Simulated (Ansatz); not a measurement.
# Te2Mo in Ansatz: band structure with revPBE

Aim: the band structure of Te2Mo with revPBE.

All numbers are computed with Ansatz 0.2.0; they aren't measurements. Logs are shortened: lines on timing, memory, paths and dates and some standing lists are left out, and cuts for length are marked.

## (1) The structure

The cell holds a slab with vacuum, 12 atoms: a = 3.561 Å, b = 3.561 Å, c = 38.990 Å, α = 90.00°, β = 90.00°, γ = 120.00°.

## (2) Band structure, revPBE

Input file input.yaml:

```yaml
crystal:
  lattice:
    - [3.5613831954, 0.0, 0.0]
    - [-1.7806915977, 3.0842483198, 0.0]
    - [0.0, 0.0, 38.99026814]
  atoms:
    - { symbol: Te, position: [0.3333333333, 0.6666666667, 0.32822317] }
    - { symbol: Te, position: [0.3333333333, 0.6666666667, 0.95181809] }
    - { symbol: Te, position: [0.6666666667, 0.3333333333, 0.14008092] }
    - { symbol: Te, position: [0.6666666667, 0.3333333333, 0.76363067] }
    - { symbol: Te, position: [0.6666666667, 0.3333333333, 0.04818191] }
    - { symbol: Te, position: [0.6666666667, 0.3333333333, 0.67177683] }
    - { symbol: Te, position: [0.3333333333, 0.6666666667, 0.23636933] }
    - { symbol: Te, position: [0.3333333333, 0.6666666667, 0.85991908] }
    - { symbol: Mo, position: [0.6666666667, 0.3333333333, 0.282338] }
    - { symbol: Mo, position: [0.6666666667, 0.3333333333, 0.90585884] }
    - { symbol: Mo, position: [0.3333333333, 0.6666666667, 0.09414116] }
    - { symbol: Mo, position: [0.3333333333, 0.6666666667, 0.717662] }
hamiltonian:
  xc: revpbe
  pseudopotentials: { kind: paw }
kpoints:
  mp_grid: { grid: [9, 9, 1] }
  band_path:
    path:
      - [[0.0, 0.0, 0.0], [0.5, 0.0, 0.0], [0.3333333333, 0.3333333333, 0.0], [0.0, 0.0, 0.0], [0.0, 0.0, 0.5], [0.5, 0.0, 0.5], [0.3333333333, 0.3333333333, 0.5], [0.0, 0.0, 0.5]]
      - [[0.5, 0.0, 0.5], [0.5, 0.0, 0.0]]
      - [[0.3333333333, 0.3333333333, 0.0], [0.3333333333, 0.3333333333, 0.5]]
    npoints: 10
scf:
  occupations: { method: fermi_dirac, width: 0.05 }
  n_extra_bands: 30
output:
  forces: true
  stress: true
  eigenvalues: true
  fatbands: false
```

Potentials or basis: Ansatz PAW.

On the command line:

```sh
ansatz run input.yaml --threads 4 --pin off --max-ram 11264MiB --backend cpu --events-out ev --progress --plain --runs-dir out
```

Standard output:

```text
Warning: RAYON_NUM_THREADS=4 ignored (pool sized by the plan → 4); use --threads N
scf.n_extra_bands = 30 over 92 filled bands (N_el = 184.0): the run solves 122 bands
Engine: ansatz 0.2.0, aarch64-unknown-linux-gnu
[... 82 lines left out ...]
  k-point 0: bands = ["-53.4744", "-53.4744", "-53.4710", "-53.4710", "-29.3276", "-29.3276", "-29.3275", "-29.3275", "-29.3208", "-29.3208", "-29.3208", "-29.3208", "-29.3164", "-29.3164", "-29.3164", "-29.3164", "-29.3076", "-29.3076", "-29.3076", "-29.3076", "-29.2596", "-29.2596", "-29.2594", "-29.2594", "-29.2522", "-29.2522", "-29.2522", "-29.2522", "-29.2486", "-29.2486", "-29.2484", "-29.2484", "-29.2367", "-29.2367", "-29.2367", "-29.2367", "-29.2354", "-29.2351", "-29.2280", "-29.2280", "-29.2258", "-29.2255", "-29.2121", "-29.2121", "-27.6143", "-27.6143", "-27.6109", "-27.6109", "-27.5014", "-27.5014", "-27.5014", "-27.5014", "-27.4978", "-27.4978", "-27.4978", "-27.4978", "-5.3934", "-5.3535", "-5.3035", "-5.2648", "-4.4609", "-4.3884", "-4.3094", "-4.2539", "1.9286", "2.1169", "2.3705", "2.5927", "4.8795", "5.2808", "5.5125", "5.5125", "5.5152", "5.5152", "5.5180", "5.5180", "5.5190", "5.5190", "5.7903", "6.2928", "6.2928", "6.2984", "6.2984", "6.3040", "6.3040", "6.3059", "6.3069", "6.3069", "6.6248", "6.9801", "7.1589", "7.2456", "10.2145", "10.2145", "10.2322", "10.2322", "10.2550", "10.2550", "10.2704", "10.2704", "10.4848", "10.4848", "10.5237", "10.5237", "10.5619", "10.5619", "10.5860", "10.5860", "11.3640", "11.6148", "12.7439", "13.0422", "13.1170", "13.3495", "13.4676", "14.2176", "14.3546", "14.9330", "15.0964", "15.1679", "15.2002", "15.3381"]
  k-point 1: bands = ["-53.4736", "-53.4736", "-53.4701", "-53.4701", "-29.3263", "-29.3263", "-29.3251", "-29.3251", "-29.3198", "-29.3198", "-29.3183", "-29.3183", "-29.3182", "-29.3181", "-29.3143", "-29.3143", "-29.3091", "-29.3091", "-29.3055", "-29.3055", "-29.2606", "-29.2604", "-29.2600", "-29.2599", "-29.2531", "-29.2531", "-29.2530", "-29.2530", "-29.2516", "-29.2514", "-29.2488", "-29.2486", "-29.2393", "-29.2393", "-29.2370", "-29.2370", "-29.2345", "-29.2342", "-29.2270", "-29.2270", "-29.2246", "-29.2244", "-29.2110", "-29.2110", "-27.6069", "-27.6069", "-27.6035", "-27.6035", "-27.5161", "-27.5161", "-27.5125", "-27.5125", "-27.5041", "-27.5041", "-27.5004", "-27.5004", "-5.2285", "-5.1891", "-5.1396", "-5.1011", "-4.3443", "-4.2739", "-4.1978", "-4.1445", "2.1092", "2.2941", "2.5449", "2.7667", "4.7285", "5.0470", "5.1438", "5.1505", "5.1565", "5.1613", "5.3994", "5.6106", "5.6450", "5.6492", "5.6536", "5.6559", "6.0760", "6.0832", "6.0907", "6.0950", "6.2923", "6.3270", "6.4129", "6.6393", "6.6705", "7.0478", "7.0980", "7.1214", "9.6850", "9.6888", "9.6934", "9.6940", "9.7234", "9.7685", "9.8113", "9.8341", "10.1216", "10.1570", "10.2058", "10.2526", "10.3473", "10.3884", "10.4214", "10.4397", "11.5891", "11.8530", "13.1253", "13.5382", "13.7321", "14.0170", "14.0447", "14.4068", "14.4962", "15.0293", "15.1417", "15.6428", "15.6974", "15.7766"]
  k-point 2: bands = ["-53.4713", "-53.4713", "-53.4678", "-53.4678", "-29.3233", "-29.3233", "-29.3230", "-29.3230", "-29.3189", "-29.3189", "-29.3188", "-29.3188", "-29.3121", "-29.3121", "-29.3118", "-29.3118", "-29.3089", "-29.3089", "-29.3000", "-29.3000", "-29.2631", "-29.2628", "-29.2609", "-29.2608", "-29.2584", "-29.2583", "-29.2555", "-29.2555", "-29.2553", "-29.2553", "-29.2493", "-29.2491", "-29.2446", "-29.2446", "-29.2378", "-29.2378", "-29.2322", "-29.2321", "-29.2247", "-29.2247", "-29.2216", "-29.2214", "-29.2082", "-29.2082", "-27.5883", "-27.5883", "-27.5849", "-27.5849", "-27.5533", "-27.5533", "-27.5498", "-27.5498", "-27.5108", "-27.5108", "-27.5072", "-27.5072", "-4.7634", "-4.7258", "-4.6785", "-4.6416", "-4.0162", "-3.9529", "-3.8856", "-3.8392", "2.5719", "2.7391", "2.9698", "3.1783", "4.2165", "4.2232", "4.2415", "4.2870", "4.3251", "4.5023", "4.6500", "4.7240", "5.6091", "5.6189", "5.6300", "5.6372", "5.9758", "6.0013", "6.0106", "6.0202", "6.0263", "6.0897", "6.2671", "6.4628", "6.5052", "6.6497", "6.6530", "6.6545", "8.7378", "8.8308", "8.9539", "9.0800", "9.2868", "9.4128", "9.4445", "9.4879", "9.5407", "9.5697", "9.5806", "9.7054", "10.5558", "10.6183", "10.6856", "10.7320", "12.1399", "12.3789", "13.4772", "13.7376", "13.8449", "14.1209", "14.2497", "14.5620", "14.5966", "14.6813", "14.7111", "14.8388", "14.9852", "15.1583"]
  k-point 11: bands = ["-53.4658", "-53.4658", "-53.4623", "-53.4623", "-29.3302", "-29.3302", "-29.3227", "-29.3227", "-29.3108", "-29.3107", "-29.3060", "-29.3060", "-29.3056", "-29.3055", "-29.3046", "-29.3046", "-29.2977", "-29.2977", "-29.2960", "-29.2960", "-29.2783", "-29.2780", "-29.2699", "-29.2699", "-29.2664", "-29.2664", "-29.2589", "-29.2589", "-29.2537", "-29.2537", "-29.2536", "-29.2533", "-29.2428", "-29.2428", "-29.2422", "-29.2422", "-29.2291", "-29.2291", "-29.2211", "-29.2211", "-29.2148", "-29.2148", "-29.2019", "-29.2019", "-27.6052", "-27.6052", "-27.6018", "-27.6018", "-27.5639", "-27.5638", "-27.5602", "-27.5602", "-27.5443", "-27.5443", "-27.5407", "-27.5407", "-3.1314", "-3.1314", "-3.1234", "-3.1234", "-2.8771", "-2.8771", "-2.8671", "-2.8671", "2.7040", "2.7353", "2.7744", "2.8047", "2.8795", "2.8795", "2.8971", "2.8971", "3.3849", "3.4337", "3.4860", "3.5223", "4.0761", "4.0761", "4.2007", "4.2007", "4.3566", "4.3566", "4.4835", "4.4835", "5.5010", "5.5010", "5.5321", "5.5321", "7.1499", "7.1831", "7.2245", "7.2565", "8.2589", "8.2589", "8.2619", "8.2619", "8.8796", "9.0396", "9.2394", "9.4016", "9.6739", "9.6739", "9.7056", "9.7056", "11.0840", "11.0840", "11.1923", "11.1923", "11.8406", "12.1264", "12.4893", "12.5317", "12.5317", "12.7423", "12.7423", "12.8073", "14.6274", "14.6274", "14.9929", "14.9929", "15.2716", "15.5945"]
```

bands.tsv:

```text
[... 115 lines left out ...]
```

Wall time 48 s (4 threads of Arm Neoverse V2, shared host); peak memory 2.7 GiB.

What came out:

```yaml
Free_energy: -75737.3382 eV
Largest_force: 0.344 eV/Å
Band_gap_on_the_k_mesh: 1.00 eV, direct
Band_gap_along_the_path: 1.00 eV, direct
```

Forces in eV/Å, atoms in the order of the input:
```
Te   0.000  0.000  0.344
Te   0.000  0.000  0.245
Te   0.000  0.000  0.253
Te   0.000  0.000  0.246
Te   0.000  0.000 -0.245
Te   0.000  0.000 -0.344
Te   0.000  0.000 -0.246
Te   0.000  0.000 -0.253
Mo   0.000  0.000 -0.010
Mo   0.000  0.000  0.008
Mo   0.000  0.000 -0.008
Mo   0.000  0.000  0.010
```

Levels at the corners of the path, in eV from the valence-band top:
| point | band 89 | band 90 | band 91 | band 92 | band 93 | band 94 | band 95 | band 96 |
| --- | --- | --- | --- | --- | --- | --- | --- | --- |
| Γ | -0.63 | -0.28 | -0.10 | -0.01 | 2.96 | 2.96 | 2.98 | 2.98 |
| M | -0.47 | -0.43 | -0.39 | -0.36 | 1.32 | 1.33 | 1.34 | 1.35 |
| K | -0.11 | -0.07 | -0.03 | 0.00 | 1.00 | 1.00 | 1.01 | 1.01 |
| Γ | -0.63 | -0.28 | -0.10 | -0.01 | 2.96 | 2.96 | 2.98 | 2.98 |
| A | -0.63 | -0.28 | -0.10 | -0.01 | 2.96 | 2.96 | 2.98 | 2.98 |
| L | -0.47 | -0.43 | -0.39 | -0.36 | 1.32 | 1.33 | 1.34 | 1.35 |
| H | -0.11 | -0.07 | -0.03 | 0.00 | 1.00 | 1.00 | 1.01 | 1.01 |
| A | -0.63 | -0.28 | -0.10 | -0.01 | 2.96 | 2.96 | 2.98 | 2.98 |
| L | -0.47 | -0.43 | -0.39 | -0.36 | 1.32 | 1.33 | 1.34 | 1.35 |
| M | -0.47 | -0.43 | -0.39 | -0.36 | 1.32 | 1.33 | 1.34 | 1.35 |
| K | -0.11 | -0.07 | -0.03 | 0.00 | 1.00 | 1.00 | 1.01 | 1.01 |
| H | -0.11 | -0.07 | -0.03 | 0.00 | 1.00 | 1.00 | 1.01 | 1.01 |

Caveat: spin-orbit coupling is left out, which moves the levels of the heavy elements; the PAW data sets come from PBE, with cores solved anew for the run's functional, which leaves a small shift of forces and pressure. As with any semilocal functional, this revPBE gap is likely too small.
